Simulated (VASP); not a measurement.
## B2As: relaxation of cell and atoms with PBE

The system is B2As.

```
B As
1.0
     5.49469    0.00000    0.00000
     0.00000    5.49469    0.00000
     0.00000    0.00000    2.01482
B As
4 2
Direct
  0.17680 0.32320 0.00000
  0.32320 0.82320 0.00000
  0.82320 0.67680 0.00000
  0.67680 0.17680 0.00000
  0.00000 0.00000 0.00000
  0.50000 0.50000 0.00000
```

The cell was built by a generator and needn't be a form met in nature.

* Program: VASP 6.6.1
* Task: relaxation of cell and atoms
* Functional: PBE
* Potentials or basis: VASP PAW PBE potentials, release 64 (B, As)
* Cutoff: 600 eV
* k mesh: 4 × 4 × 8
* Occupations: gaussian, width 0.1 eV
* Spin: no spin polarisation
* Dipole correction: no
* Further INCAR settings: ALGO = Normal; EDIFF = 1e-07; IBRION = 2; EDIFFG = -0.04; NSW = 90; ISIF = 3

- Relaxed volume: 12.26 Å³/atom
- Relaxed cell: a = 5.300 Å, b = 5.300 Å, c = 2.619 Å, α = 90.00°, β = 90.00°, γ = 90.00°
- Space group after relaxing (to 0.05 Å): P4/mbm (No. 127)
- Energy gained by relaxing: 1213.8 meV/atom
- Ionic steps: 32
- Pressure after relaxing: 0.1 GPa
- Largest force after relaxing: 0.004 eV/Å

Forces in eV/Å, atoms in the order of the input:
```
B    0.003 -0.003  0.000
B   -0.003 -0.003  0.000
B   -0.003  0.003  0.000
B    0.003  0.003  0.000
As   0.000  0.000  0.000
As   0.000  0.000  0.000
```

Stress tensor (GPa, compression positive):
```
 0.30  0.00  0.00
 0.00  0.30  0.00
 0.00  0.00 -0.18
```

The path:
| step | energy change (eV) | largest force (eV/Å) | pressure (GPa) | volume (Å³) |
| --- | --- | --- | --- | --- |
| 1 | 0.0000 | 1.6392 | 55.42 | 60.83 |
| 2 | -1.7736 | 0.3709 | -13.95 | 96.66 |
| 3 | -2.7453 | 0.8683 | -0.47 | 78.13 |
| 4 | -2.8872 | 0.8799 | -1.59 | 78.11 |
| 5 | -3.2979 | 0.9120 | -4.36 | 78.02 |
| 6 | -3.9009 | 1.1002 | -5.07 | 77.75 |
| 7 | 5.0604 | 23.0846 | 53.16 | 76.81 |
| 8 | -3.9769 | 1.1357 | -4.99 | 77.74 |
| 9 | -3.5298 | 0.7807 | 8.32 | 77.34 |
| 10 | -4.0461 | 1.0796 | -4.04 | 77.68 |
| 11 | -4.0643 | 0.8705 | -2.15 | 77.59 |
| 12 | -4.0797 | 0.8408 | -2.01 | 77.58 |
| 13 | -4.1224 | 0.7537 | -1.53 | 77.55 |
| 14 | -4.1904 | 0.5768 | -0.30 | 77.49 |
| 15 | -4.2412 | 0.1564 | 3.51 | 77.36 |
| 16 | -4.2456 | 0.2510 | 2.00 | 77.40 |
| 17 | -4.3504 | 0.1742 | 1.84 | 77.42 |
| 18 | -4.6396 | 0.1228 | 1.61 | 77.48 |
| 19 | -5.0351 | 1.3670 | 1.89 | 77.57 |
| 20 | -4.6439 | 6.6334 | 6.76 | 77.62 |
| 21 | -5.1178 | 2.3034 | 2.52 | 77.60 |
| 22 | -5.2905 | 1.9696 | 1.13 | 77.74 |
| 23 | -5.7114 | 1.1644 | -2.38 | 78.14 |
| 24 | -6.2088 | 0.1784 | -7.75 | 78.83 |
| 25 | -6.5028 | 1.6921 | -12.17 | 79.82 |
| 26 | -6.9934 | 1.4802 | -7.65 | 76.78 |
| 27 | -7.1331 | 1.4465 | -3.88 | 74.95 |
| 28 | -6.9900 | 1.1216 | 7.21 | 71.23 |
| 29 | -7.1489 | 1.3927 | -1.34 | 73.95 |
| 30 | -7.1497 | 1.4057 | -1.90 | 74.16 |
| 31 | -7.2557 | 0.6835 | -0.89 | 73.82 |
| 32 | -7.2825 | 0.0045 | 0.14 | 73.56 |

Final structure:
```xyz
6
Lattice="5.3002 0.0000 0.0000 0.0000 5.3002 0.0000 0.0000 0.0000 2.6187" Properties=species:S:1:pos:R:3 pbc="T T T"
B     0.5703    2.0798    0.0000
B     2.0798    4.7299    0.0000
B     4.7299    3.2204    0.0000
B     3.2204    0.5703    0.0000
As    0.0000    0.0000    0.0000
As    2.6501    2.6501    0.0000
```

Levels at points of the mesh, in eV from the Fermi level:
```csv
k point,band 9,band 10,band 11,band 12,band 13,band 14,band 15
"(0.00, 0.00, 0.00)",-2.50,1.97,2.66,2.85,4.64,5.73,6.31
"(0.50, 0.00, 0.00)",-0.82,-0.82,2.33,2.33,3.61,3.61,6.18
"(0.50, 0.50, 0.00)",-2.43,-2.43,-0.36,-0.36,4.14,4.14,5.32
"(0.00, 0.00, 0.50)",-3.15,-3.15,-3.05,-0.67,-0.53,-0.53,-0.27
"(0.50, 0.00, 0.50)",-2.71,-2.71,-2.17,-2.17,0.64,0.64,1.19
"(0.50, 0.50, 0.50)",-2.17,-2.17,-1.91,-1.91,0.27,0.27,2.53
```

Run time: 18 min on 1 thread of Intel(R) Xeon(R) Platinum 8375C CPU @ 2.90GHz (Ice Lake), on a shared host, peak memory 0.21 GiB.

Caveat: the k mesh is coarse (spacing up to 0.39 Å⁻¹), so the values aren't converged; the volume moved by over 15 % at a fixed basis, so the end points are rough; the bands computed are all filled at some k points, so no gap is given.
